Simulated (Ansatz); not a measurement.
## How far is PAW off for MoP?

```xyz
2
Lattice="3.2348 0.0000 0.0000 -1.6174 2.8014 0.0000 0.0000 0.0000 3.1823" Properties=species:S:1:pos:R:3 pbc="T T T"
Mo    0.0000    0.0000    0.0000
P     0.0000    1.8676    1.5911
```

Atom numbers follow the list: Mo1, P2.

The conventional cell has a = 3.235 Å, b = 3.235 Å, c = 3.182 Å, α = 90.00°, β = 90.00°, γ = 120.00°. Mo (atom 1) is surrounded by 6 P at 2.45 Å. P (atom 2) is surrounded by 6 Mo at 2.45 Å.

The cell is the one relaxed in the Materials Project (mp-219), not relaxed further here; entries there can be hypothetical.

Spin polarisation is left out, and whether a magnetic state lies lower isn't shown here.

All numbers are computed: DFT, LDA, PAW with Ansatz's default frozen-core files, scalar-relativistic (Ansatz 0.2.0); DFT, LDA, all-electron LAPW, scalar-relativistic (Ansatz 0.2.0).

For PAW: a Γ-centred 12×12×10 k mesh, Fermi–Dirac smearing of 0.03 eV, cutoff 420 eV, no spin polarisation; the PAW files were made with PBE, and the program remakes their frozen cores for this functional. LAPW targets a basis error of 1 meV/atom. The Ansatz runs share mesh, smearing and spin set-up. Plane-wave (PAW) pressures include the program's estimate of the Pulay term.

Stress and pressure are positive in compression.

Levels count from the Fermi level.

```csv
quantity,PAW,LAPW
pressure (GPa),-8.00,-7.91
stress xx (GPa),-7.80,-7.72
stress zz (GPa),-8.41,-8.28
highest filled level at H (eV),-1.299,-1.299
lowest empty level at H (eV),1.515,1.518
highest filled level at A (eV),-1.679,-1.681
lowest empty level at A (eV),1.378,1.381
highest filled level at M (eV),-0.394,-0.393
lowest empty level at M (eV),1.676,1.677
```

PAW's pressure differs from the LAPW value by -0.10 GPa.
